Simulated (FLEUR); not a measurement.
# Pb (P6_3/mmc) in FLEUR: notebook

The runs below take Pb through band structure, equation of state, with r2SCAN.

Program: FLEUR MaX-R8.1 (later development tree). These are calculated values, not measurements. Logs are shortened: lines on timing, memory, paths and dates and some standing lists are left out, and cuts for length are marked.

**1. Starting point**

It takes space group P6_3/mmc (No. 194, hexagonal). Conventional cell: a = 3.480 Å, b = 3.480 Å, c = 5.590 Å, α = 90.00°, β = 90.00°, γ = 120.00°. Around Pb (site symmetry -6m2) lie 12 Pb at 3.44 to 3.48 Å.

This isn't the form of Pb at room conditions, which is fcc.

**2. Band structure, r2SCAN**

The input, inp.xml:

```xml
<?xml version="1.0" encoding="UTF-8" standalone="no"?>
<fleurInput fleurInputVersion="0.39">
   <comment>
      Pb                                                                                                  
   </comment>
   <calculationSetup>
      <cutoffs Kmax="4.1" Gmax="12.7" GmaxXC="12.7" numbands="0"/>
      <scfLoop itmax="80" minDistance="0.0001" maxIterBroyd="30" imix="Anderson" alpha="0.05" precondParam="0.0" spinf="2.0" sdNocoIR="T"/>
      <coreElectrons ctail="F" frcor="F" kcrel="0" coretail_lmax="0"/>
      <xcFunctional name="LibXC" relativisticCorrections="F">
         <LibXCName exchange="mgga_x_r2scan" correlation="mgga_c_r2scan"/>
         <AuxGGA exchange="117" correlation="130"/>
      </xcFunctional>
      <magnetism jspins="1"/>
      <soc l_soc="F" theta="0.0" phi="0.0" spav="F"/>
      <expertModes spex="0" secvar="F"/>
      <geometryOptimization l_f="F" forcealpha="1.0" forcemix="BFGS" epsdisp="0.00001" epsforce="0.00001"/>
      <ldaU l_linMix="F" mixParam="0.05" spinf="1.0"/>
   </calculationSetup>
   <cell>
      <bzIntegration valenceElectrons="40.0" mode="hist" fermiSmearingEnergy="0.00183747">
         <kPointListSelection listName="default-1"/>
         <!-- k-points included here -->
         <xi:include xmlns:xi="http://www.w3.org/2001/XInclude" href="kpts.xml"> </xi:include>
      </bzIntegration>
      <!-- symmetry operations included here -->
      <xi:include xmlns:xi="http://www.w3.org/2001/XInclude" href="sym.xml"> </xi:include>
      <bulkLattice scale="1.0">
         <bravaisMatrix>
            <row-1>    6.5762469136079993     0.0000000000000000     0.0000000000000000</row-1>
            <row-2>   -3.2881234568039996     5.6951968888005178     0.0000000000000000</row-2>
            <row-3>    0.0000000000000000     0.0000000000000000    10.5635690365139983</row-3>
         </bravaisMatrix>
      </bulkLattice>
   </cell>
   <atomSpecies>
      <species name="Lead (Pb)" element="Pb" atomicNumber="82">
         <mtSphere radius="2.66" gridPoints="879" logIncrement="0.015"/>
         <atomicCutoffs lmax="10" lnonsphr="10"/>
         <electronConfig flipSpins="F">
            <coreConfig>(1s1/2) (2s1/2) (2p1/2) (2p3/2) (3s1/2) (3p1/2) (3p3/2) (4s1/2) (3d3/2) (3d5/2) (4p1/2) (4p3/2) (4d3/2) (4d5/2) (4f5/2) (4f7/2) (5s1/2)</coreConfig>
            <valenceConfig>(5p1/2) (5p3/2) (6s1/2) (5d3/2) (5d5/2) (6p1/2) (6p3/2)</valenceConfig>
            <stateOccupation state="(6p1/2)" spinUp="0.333333" spinDown="0.333333"/>
            <stateOccupation state="(6p3/2)" spinUp="0.666667" spinDown="0.666667"/>
         </electronConfig>
         <energyParameters s="6" p="6" d="5" f="5"/>
         <lo type="SCLO" l="1" n="5" eDeriv="0"/>
         <lo type="SCLO" l="1" n="5" eDeriv="1"/>
         <lo type="SCLO" l="0" n="6" eDeriv="2"/>
         <lo type="SCLO" l="2" n="5" eDeriv="2"/>
         <lo type="SCLO" l="3" n="5" eDeriv="2"/>
      </species>
   </atomSpecies>
   <atomGroups>
      <atomGroup species="Lead (Pb)">
         <relPos label="                   1">-1.000/3.000 1.000/3.000 -1.000/4.000</relPos>
         <relPos label="                   2">1.000/3.000 -1.000/3.000 1.000/4.000</relPos>
         <force calculate="T" relaxXYZ="TTT"/>
      </atomGroup>
   </atomGroups>
   <output dos="F" band="F" slice="F">
      <checks vchk="F" cdinf="F"/>
      <bandDOS minEnergy="-.5*Htr" maxEnergy="0.5*Htr" sigma="0.015" storeEVData="T"/>
      <vacuumDOS vacdos="F" integ="F" star="F" nstars="0" locx1="0.0" locy1="0.0" locx2="0.0" locy2="0.0" nstm="0" tworkf="0.0"/>
      <unfoldingBand unfoldBand="F" supercellX="1" supercellY="1" supercellZ="1"/>
      <plotting iplot="0" polar="F">
         <plot TwoD="T" vec1="  1.0  0.0  0.0" vec2="  0.0  1.0  0.0" vec3="  0.0  0.0  1.0" zero="  0.0  0.0  0.0" file="plot"/>
      </plotting>
      <chargeDensitySlicing numkpt="0" minEigenval="0.0" maxEigenval="0.0" nnne="0" pallst="F"/>
      <specialOutput eonly="F"/>
      <moessbauerParams electricFieldGradient="T" isomerShift="T" coreHyperfine="T" valenceHyperfine="T"/>
      <magneticCircularDichroism mcd="F" energyLo="-10.0" energyUp="0.0"/>
   </output>
  <!-- We include the file relax.xml here to enable relaxations (see documentation) -->
  <xi:include xmlns:xi="http://www.w3.org/2001/XInclude" href="relax.xml"> <xi:fallback/> </xi:include>
</fleurInput>
```

The input, crystal.txt:

```
Pb
&input cartesian=F /
3.4800000000  0.0000000000  0.0000000000
-1.7400000000  3.0137684052  0.0000000000
0.0000000000  0.0000000000  5.5900000000
1.8897261246
1.0 1.0 1.0

2
82 0.6666666666  0.3333333332  0.7500000000
82 0.3333333332  0.6666666666  0.2500000000

&kpt div1=9 div2=9 div3=5 gamma=T /
```

The input, inp.xml (bands):

```
<?xml version="1.0" encoding="UTF-8" standalone="no"?>
<fleurInput fleurInputVersion="0.39">
   <comment>
      Pb                                                                                                  
   </comment>
   <calculationSetup>
      <cutoffs Kmax="4.1" Gmax="12.7" GmaxXC="12.7" numbands="0"/>
      <scfLoop itmax="80" minDistance="0.0001" maxIterBroyd="30" imix="Anderson" alpha="0.05" precondParam="0.0" spinf="2.0" sdNocoIR="T"/>
      <coreElectrons ctail="F" frcor="F" kcrel="0" coretail_lmax="0"/>
      <xcFunctional name="LibXC" relativisticCorrections="F">
         <LibXCName exchange="mgga_x_r2scan" correlation="mgga_c_r2scan"/>
         <AuxGGA exchange="117" correlation="130"/>
      </xcFunctional>
      <magnetism jspins="1"/>
      <soc l_soc="F" theta="0.0" phi="0.0" spav="F"/>
      <expertModes spex="0" secvar="F"/>
      <geometryOptimization l_f="F" forcealpha="1.0" forcemix="BFGS" epsdisp="0.00001" epsforce="0.00001"/>
      <ldaU l_linMix="F" mixParam="0.05" spinf="1.0"/>
   </calculationSetup>
   <cell>
      <bzIntegration valenceElectrons="40.0" mode="hist" fermiSmearingEnergy="0.00183747">
         <kPointListSelection listName="path-1"/>
         <!-- k-points included here -->
         <xi:include xmlns:xi="http://www.w3.org/2001/XInclude" href="kpts.xml"> </xi:include>
      </bzIntegration>
      <!-- symmetry operations included here -->
      <xi:include xmlns:xi="http://www.w3.org/2001/XInclude" href="sym.xml"> </xi:include>
      <bulkLattice scale="1.0">
         <bravaisMatrix>
            <row-1>    6.5762469136079993     0.0000000000000000     0.0000000000000000</row-1>
            <row-2>   -3.2881234568039996     5.6951968888005178     0.0000000000000000</row-2>
            <row-3>    0.0000000000000000     0.0000000000000000    10.5635690365139983</row-3>
         </bravaisMatrix>
      </bulkLattice>
   </cell>
   <atomSpecies>
      <species name="Lead (Pb)" element="Pb" atomicNumber="82">
         <mtSphere radius="2.66" gridPoints="879" logIncrement="0.015"/>
         <atomicCutoffs lmax="10" lnonsphr="10"/>
         <electronConfig flipSpins="F">
            <coreConfig>(1s1/2) (2s1/2) (2p1/2) (2p3/2) (3s1/2) (3p1/2) (3p3/2) (4s1/2) (3d3/2) (3d5/2) (4p1/2) (4p3/2) (4d3/2) (4d5/2) (4f5/2) (4f7/2) (5s1/2)</coreConfig>
            <valenceConfig>(5p1/2) (5p3/2) (6s1/2) (5d3/2) (5d5/2) (6p1/2) (6p3/2)</valenceConfig>
            <stateOccupation state="(6p1/2)" spinUp="0.333333" spinDown="0.333333"/>
            <stateOccupation state="(6p3/2)" spinUp="0.666667" spinDown="0.666667"/>
         </electronConfig>
         <energyParameters s="6" p="6" d="5" f="5"/>
         <lo type="SCLO" l="1" n="5" eDeriv="0"/>
         <lo type="SCLO" l="1" n="5" eDeriv="1"/>
         <lo type="SCLO" l="0" n="6" eDeriv="2"/>
         <lo type="SCLO" l="2" n="5" eDeriv="2"/>
         <lo type="SCLO" l="3" n="5" eDeriv="2"/>
      </species>
   </atomSpecies>
   <atomGroups>
      <atomGroup species="Lead (Pb)">
         <relPos label="                   1">-1.000/3.000 1.000/3.000 -1.000/4.000</relPos>
         <relPos label="                   2">1.000/3.000 -1.000/3.000 1.000/4.000</relPos>
         <force calculate="T" relaxXYZ="TTT"/>
      </atomGroup>
   </atomGroups>
   <output dos="F" band="T" slice="F">
      <checks vchk="F" cdinf="F"/>
      <bandDOS minEnergy="-.5*Htr" maxEnergy="0.5*Htr" sigma="0.015" storeEVData="T"/>
      <vacuumDOS vacdos="F" integ="F" star="F" nstars="0" locx1="0.0" locy1="0.0" locx2="0.0" locy2="0.0" nstm="0" tworkf="0.0"/>
      <unfoldingBand unfoldBand="F" supercellX="1" supercellY="1" supercellZ="1"/>
      <plotting iplot="0" polar="F">
         <plot TwoD="T" vec1="  1.0  0.0  0.0" vec2="  0.0  1.0  0.0" vec3="  0.0  0.0  1.0" zero="  0.0  0.0  0.0" file="plot"/>
      </plotting>
      <chargeDensitySlicing numkpt="0" minEigenval="0.0" maxEigenval="0.0" nnne="0" pallst="F"/>
      <specialOutput eonly="F"/>
      <moessbauerParams electricFieldGradient="T" isomerShift="T" coreHyperfine="T" valenceHyperfine="T"/>
      <magneticCircularDichroism mcd="F" energyLo="-10.0" energyUp="0.0"/>
   </output>
  <!-- We include the file relax.xml here to enable relaxations (see documentation) -->
  <xi:include xmlns:xi="http://www.w3.org/2001/XInclude" href="relax.xml"> <xi:fallback/> </xi:include>
</fleurInput>
```

Potentials or basis: all-electron, FLAPW.

Started as:

```bash
$ inpgen -f crystal.txt -profile fastHighL
$ # inp.xml edited to the form shown
$ fleur_MPI
$ fleur_MPI   # second run, on inp.xml (bands)
```

The program printed:

```text
Welcome to FLEUR        (www.flapw.de)
      MaX-Release 8.1          (www.max-centre.eu)
 func_ids         498         497         498         497
 MetaGGA potential functional detected - V_tau will be computed
 Auxiliary Potential for radial basis: exchange=         117  correlation=         130
The functional 'Re-regularized SCAN exchange by Furness et al' is an exchange functional, it belongs to the 'MGGA' family and is defined in the reference(s):
[1] J. W. Furness, A. D. Kaplan, J. Ning, J. P. Perdew, and J. Sun.,  J. Phys. Chem. Lett. 11, 8208-8215 (2020)
[2] J. W. Furness, A. D. Kaplan, J. Ning, J. P. Perdew, and J. Sun.,  J. Phys. Chem. Lett. 11, 9248-9248 (2020)
The functional 'Re-regularized SCAN correlation by Furness et al' is a correlation functional, it belongs to the 'MGGA' family and is defined in the reference(s):
[1] J. W. Furness, A. D. Kaplan, J. Ning, J. P. Perdew, and J. Sun.,  J. Phys. Chem. Lett. 11, 8208-8215 (2020)
[2] J. W. Furness, A. D. Kaplan, J. Ning, J. P. Perdew, and J. Sun.,  J. Phys. Chem. Lett. 11, 9248-9248 (2020)
 Using same functional for VXC and EXC

 ========== k-point set info ==========
 Selected k-point list: default-1
 k-point list type: mesh
 9 x 9 x 5
 Number of k points: 36

 ------------Calculation Setup---------------------------
 Number of MPI-tasks      :            1
 Number of PE/node        :            1
 Number of OMP-threads    :            1
 Most efficient MPI parallelization for:
           1           2           3           4           6           9          12          18          36
 Additional eigenvalue parallelization possible
 Number of basis functions:          558
 Approximate size of matrices (H+S) per k-point:         0.005 GB
 --------------------------------------------------------
The functional 'Hammer, Hansen, and Norskov' is an exchange functional, it belongs to the 'GGA' family and is defined in the reference(s):
[1] B. Hammer, L. B. Hansen, and J. K. Nørskov.,  Phys. Rev. B 59, 7413 (1999)
The functional 'Perdew, Burke & Ernzerhof' is a correlation functional, it belongs to the 'GGA' family and is defined in the reference(s):
[1] J. P. Perdew, K. Burke, and M. Ernzerhof.,  Phys. Rev. Lett. 77, 3865 (1996)
[2] J. P. Perdew, K. Burke, and M. Ernzerhof.,  Phys. Rev. Lett. 78, 1396 (1997)
 Using same functional for VXC and EXC
 Using auxiliary GGA potential for the first iteration of MetaGGA calculation.
 Reset of history
 Reset of history
 Iteration:     1   Distance:      54.70725258 me/bohr^3
The functional 'Hammer, Hansen, and Norskov' is an exchange functional, it belongs to the 'GGA' family and is defined in the reference(s):
[1] B. Hammer, L. B. Hansen, and J. K. Nørskov.,  Phys. Rev. B 59, 7413 (1999)
The functional 'Perdew, Burke & Ernzerhof' is a correlation functional, it belongs to the 'GGA' family and is defined in the reference(s):
[1] J. P. Perdew, K. Burke, and M. Ernzerhof.,  Phys. Rev. Lett. 77, 3865 (1996)
[2] J. P. Perdew, K. Burke, and M. Ernzerhof.,  Phys. Rev. Lett. 78, 1396 (1997)
 Using same functional for VXC and EXC
 Iteration:     2   Distance:      51.93023179 me/bohr^3
The functional 'Hammer, Hansen, and Norskov' is an exchange functional, it belongs to the 'GGA' family and is defined in the reference(s):
[1] B. Hammer, L. B. Hansen, and J. K. Nørskov.,  Phys. Rev. B 59, 7413 (1999)
The functional 'Perdew, Burke & Ernzerhof' is a correlation functional, it belongs to the 'GGA' family and is defined in the reference(s):
[1] J. P. Perdew, K. Burke, and M. Ernzerhof.,  Phys. Rev. Lett. 77, 3865 (1996)
[2] J. P. Perdew, K. Burke, and M. Ernzerhof.,  Phys. Rev. Lett. 78, 1396 (1997)
 Using same functional for VXC and EXC
 Iteration:     3   Distance:      49.31323380 me/bohr^3
The functional 'Hammer, Hansen, and Norskov' is an exchange functional, it belongs to the 'GGA' family and is defined in the reference(s):
[1] B. Hammer, L. B. Hansen, and J. K. Nørskov.,  Phys. Rev. B 59, 7413 (1999)
The functional 'Perdew, Burke & Ernzerhof' is a correlation functional, it belongs to the 'GGA' family and is defined in the reference(s):
[1] J. P. Perdew, K. Burke, and M. Ernzerhof.,  Phys. Rev. Lett. 77, 3865 (1996)
[2] J. P. Perdew, K. Burke, and M. Ernzerhof.,  Phys. Rev. Lett. 78, 1396 (1997)
 Using same functional for VXC and EXC
 Iteration:     4   Distance:       1.44966092 me/bohr^3
The functional 'Hammer, Hansen, and Norskov' is an exchange functional, it belongs to the 'GGA' family and is defined in the reference(s):
[1] B. Hammer, L. B. Hansen, and J. K. Nørskov.,  Phys. Rev. B 59, 7413 (1999)
The functional 'Perdew, Burke & Ernzerhof' is a correlation functional, it belongs to the 'GGA' family and is defined in the reference(s):
[1] J. P. Perdew, K. Burke, and M. Ernzerhof.,  Phys. Rev. Lett. 77, 3865 (1996)
[2] J. P. Perdew, K. Burke, and M. Ernzerhof.,  Phys. Rev. Lett. 78, 1396 (1997)
 Using same functional for VXC and EXC
 Iteration:     5   Distance:       0.46596881 me/bohr^3
The functional 'Hammer, Hansen, and Norskov' is an exchange functional, it belongs to the 'GGA' family and is defined in the reference(s):
[... 25 lines left out ...]
 Using same functional for VXC and EXC
 Iteration:     9   Distance:       0.01086100 me/bohr^3
The functional 'Hammer, Hansen, and Norskov' is an exchange functional, it belongs to the 'GGA' family and is defined in the reference(s):
[1] B. Hammer, L. B. Hansen, and J. K. Nørskov.,  Phys. Rev. B 59, 7413 (1999)
The functional 'Perdew, Burke & Ernzerhof' is a correlation functional, it belongs to the 'GGA' family and is defined in the reference(s):
[1] J. P. Perdew, K. Burke, and M. Ernzerhof.,  Phys. Rev. Lett. 77, 3865 (1996)
[2] J. P. Perdew, K. Burke, and M. Ernzerhof.,  Phys. Rev. Lett. 78, 1396 (1997)
 Using same functional for VXC and EXC
 Iteration:    10   Distance:       0.00117351 me/bohr^3
The functional 'Hammer, Hansen, and Norskov' is an exchange functional, it belongs to the 'GGA' family and is defined in the reference(s):
[1] B. Hammer, L. B. Hansen, and J. K. Nørskov.,  Phys. Rev. B 59, 7413 (1999)
The functional 'Perdew, Burke & Ernzerhof' is a correlation functional, it belongs to the 'GGA' family and is defined in the reference(s):
[1] J. P. Perdew, K. Burke, and M. Ernzerhof.,  Phys. Rev. Lett. 77, 3865 (1996)
[2] J. P. Perdew, K. Burke, and M. Ernzerhof.,  Phys. Rev. Lett. 78, 1396 (1997)
 Using same functional for VXC and EXC
 Iteration:    11   Distance:       0.00064801 me/bohr^3
The functional 'Hammer, Hansen, and Norskov' is an exchange functional, it belongs to the 'GGA' family and is defined in the reference(s):
[1] B. Hammer, L. B. Hansen, and J. K. Nørskov.,  Phys. Rev. B 59, 7413 (1999)
The functional 'Perdew, Burke & Ernzerhof' is a correlation functional, it belongs to the 'GGA' family and is defined in the reference(s):
[1] J. P. Perdew, K. Burke, and M. Ernzerhof.,  Phys. Rev. Lett. 77, 3865 (1996)
[2] J. P. Perdew, K. Burke, and M. Ernzerhof.,  Phys. Rev. Lett. 78, 1396 (1997)
 Using same functional for VXC and EXC
 Iteration:    12   Distance:       0.00009124 me/bohr^3

 ********************************************************************
 Run finished successfully
 Stop message:
   all done
 ********************************************************************
```

Run time: 58 s. Hardware: 1 thread of Arm Neoverse V1, shared host; peak memory 0.09 GiB.

What came out:

- Free energy: -1138858.7794 eV
- Band gap along the path: none (metal or under the smearing width)
- Valence electrons inside the program's atomic spheres: Pb 18.05 (radii Pb 2.66 bohr)

Levels at the corners of the path, in eV from the Fermi level:
| point | band 18 | band 19 | band 20 | band 21 | band 22 | band 23 |
| --- | --- | --- | --- | --- | --- | --- |
| Γ | -8.32 | -4.49 | 5.81 | 5.81 | 7.82 | 7.82 |
| M | -7.44 | -2.99 | -1.49 | -0.57 | 1.95 | 2.04 |
| K | -7.62 | -2.99 | -0.45 | -0.45 | 0.85 | 1.14 |
| Γ | -8.32 | -4.49 | 5.81 | 5.81 | 7.82 | 7.82 |
| A | -11.17 | 1.12 | 1.12 | 6.77 | 6.77 | 6.77 |
| L | -7.87 | -3.98 | -3.98 | 3.58 | 3.58 | 3.94 |
| H | -7.30 | -2.76 | -2.76 | -1.57 | -1.57 | 5.47 |
| A | -11.17 | 1.12 | 1.12 | 6.77 | 6.77 | 6.77 |
| L | -7.87 | -3.98 | -3.98 | 3.58 | 3.58 | 3.94 |
| M | -7.44 | -2.99 | -1.49 | -0.57 | 1.95 | 2.04 |
| K | -7.62 | -2.99 | -0.45 | -0.45 | 0.85 | 1.14 |
| H | -7.30 | -2.76 | -2.76 | -1.57 | -1.57 | 5.47 |

Core levels (eV from the Fermi level):
| atom | levels |
| --- | --- |
| 1 Pb | 1s1/2 -87981.7, 2s1/2 -15719.5, 2p1/2 -15092.5, 2p3/2 -12902.6, 3s1/2 -3770.1, 3p1/2 -3487.8, 3p3/2 -2999.2, 4s1/2 -850.6, 3d3/2 -2536.7, 3d5/2 -2432.8, 4p1/2 -728.5, 4p3/2 -608.9, 4d3/2 -410.5, 4d5/2 -388.1, 4f5/2 -131.3, 4f7/2 -126.3, 5s1/2 -139.5 |
| 2 Pb | 1s1/2 -87981.7, 2s1/2 -15719.5, 2p1/2 -15092.5, 2p3/2 -12902.6, 3s1/2 -3770.1, 3p1/2 -3487.8, 3p3/2 -2999.2, 4s1/2 -850.6, 3d3/2 -2536.7, 3d5/2 -2432.8, 4p1/2 -728.5, 4p3/2 -608.9, 4d3/2 -410.5, 4d5/2 -388.1, 4f5/2 -131.3, 4f7/2 -126.3, 5s1/2 -139.5 |

Caveat: the meta-GGA is that of a development version, with a GGA for the radial functions and cores and without core tails; spin-orbit coupling is left out, which moves the levels of the heavy elements.

**3. Equation of state, r2SCAN, 27.55 Å³/atom (volume scaled by 0.94)**

inp.xml: that of step 2 with these lines changed.

```diff
@@ -27,3 +27,3 @@
       <xi:include xmlns:xi="http://www.w3.org/2001/XInclude" href="sym.xml"> </xi:include>
-      <bulkLattice scale="1.0">
+      <bulkLattice scale="0.9795861087">
          <bravaisMatrix>
```

Potentials or basis: all-electron, FLAPW.

Started as:

```bash
$ inpgen -f crystal.txt -profile fastHighL
$ # inp.xml edited to the form shown
$ fleur_MPI
```

It took 55 s on 1 thread of Arm Neoverse V1, shared host; peak memory 0.09 GiB.

The run converged. Its results:

- Free energy: -1138858.6724 eV
- Band gap on the k mesh: none (metal or under the smearing width)
- Valence electrons inside the program's atomic spheres: Pb 18.09 (radii Pb 2.66 bohr)

Caveat: the meta-GGA is that of a development version, with a GGA for the radial functions and cores and without core tails.

**4. Equation of state, r2SCAN, 28.14 Å³/atom (volume scaled by 0.96)**

inp.xml: that of step 3 with these lines changed.

```diff
@@ -27,3 +27,3 @@
       <xi:include xmlns:xi="http://www.w3.org/2001/XInclude" href="sym.xml"> </xi:include>
-      <bulkLattice scale="0.9795861087">
+      <bulkLattice scale="0.9864848297">
          <bravaisMatrix>
```

Started as:

```bash
$ inpgen -f crystal.txt -profile fastHighL
$ # inp.xml edited to the form shown
$ fleur_MPI
```

Run time: 52 s. Hardware: 1 thread of Arm Neoverse V1, shared host; peak memory 0.09 GiB.

The run converged. Its results:

```
Free energy                                           : -1138858.7181 eV
Band gap on the k mesh                                : none (metal or under the smearing width)
Valence electrons inside the program's atomic spheres : Pb 18.08 (radii Pb 2.66 bohr)
```

Caveat: the meta-GGA is that of a development version, with a GGA for the radial functions and cores and without core tails.

[end of part 1 of 2]
